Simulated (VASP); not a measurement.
Input of a VASP 6.6.1 run:

File run.py:

```python
from ase import Atoms
from ase.calculators.vasp import Vasp
from ase.dft.bandgap import bandgap

atoms = Atoms(
    ['W'],
    cell=[[0.0, 2.03, 2.03], [2.03, 0.0, 2.03], [2.03, 2.03, 0.0]],
    scaled_positions=[[0.0, 0.0, 0.0]],
    pbc=True,
)
calc = Vasp(
    directory='calc',
    xc='pbesol',
    pp='PBE',
    setups='gw',
    prec='Accurate',
    encut=550,
    ediff=1e-06,
    ismear=0,
    sigma=0.02,
    lreal=False,
    lasph=True,
    nelm=60,
    algo='Normal',
    isif=2,
    lwave=False,
    lcharg=False,
    kpts=[11, 11, 11],
    gamma=True,
)
atoms.calc = calc

print('energy (eV):', atoms.get_potential_energy())
print('free energy (eV):', atoms.get_potential_energy(force_consistent=True))
print('forces (eV/A):')
print(atoms.get_forces())
print('stress (eV/A^3, Voigt):', atoms.get_stress())
print('Fermi level (eV):', calc.get_fermi_level())
gap, top, bottom = bandgap(calc)
print('band gap (eV):', gap, 'from (spin, k, band)', top, 'to', bottom)
```

Potentials or basis: VASP PAW PBE potentials, release 64 (W_sv_GW).

Launch:

```sh
$ python run.py
```

(1) What does it give for the band gap on the k mesh?

(2) Predict the pressure.

Results:

(1) none (metal or under the smearing width).

(2) -14.3 GPa.

Caveat: the PAW data sets were made with another functional, which shifts forces and pressure a little.
